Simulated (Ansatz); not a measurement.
Crystal: MgS.

```
CELL_PARAMETERS angstrom
3.61091 0.00000 0.00000
-1.80545 3.12714 0.00000
0.00000 0.00000 3.30526
ATOMIC_POSITIONS crystal
Mg 0.00000 0.00000 0.50000
S 0.66667 0.33333 0.00000
```

The cell was built by a generator and needn't be a form met in nature.

```yaml
Program: Ansatz 0.2.0
Task: relaxation of cell and atoms
Functional: HSEsol
Potentials_or_basis: Ansatz PAW
Cutoff: "420 eV (not typed: the program's choice for these potentials)"
k_mesh: 5 × 5 × 4
Occupations: fermi-dirac, width 0.05 eV
Spin: no spin polarisation
```

At the start: volume 18.66 Å³/atom.

Q: Where does the relaxation end?

A: It ends after 4 steps and the volume is 18.04 Å³/atom (-3.3 %); space group P-6m2 (No. 187, to 0.05 Å).

The path:
```tsv
step	energy change (eV)	largest force (eV/Å)	volume (Å³)
1	0.0000	0.0000	37.32
2	-0.0093	0.0000	36.02
3	-0.0098	0.0000	36.08
4	-0.0097	0.0000	36.08
```

Final structure:
```xyz
2
Lattice="3.5649 0.0000 0.0000 -1.7825 3.0873 0.0000 0.0000 0.0000 3.2780" Properties=species:S:1:pos:R:3 pbc="T T T"
Mg    0.0000    0.0000    1.6390
S     1.7825    1.0291    0.0000
```

Caveat: the k mesh is coarse (spacing up to 0.48 Å⁻¹), so the values aren't converged, least of all with exact exchange; the plane-wave basis is chosen anew once the cell has moved, so the energies of steps on either side of that aren't comparable; the PAW data sets come from PBE, with cores solved anew for the run's functional, which leaves a small shift of forces and pressure.
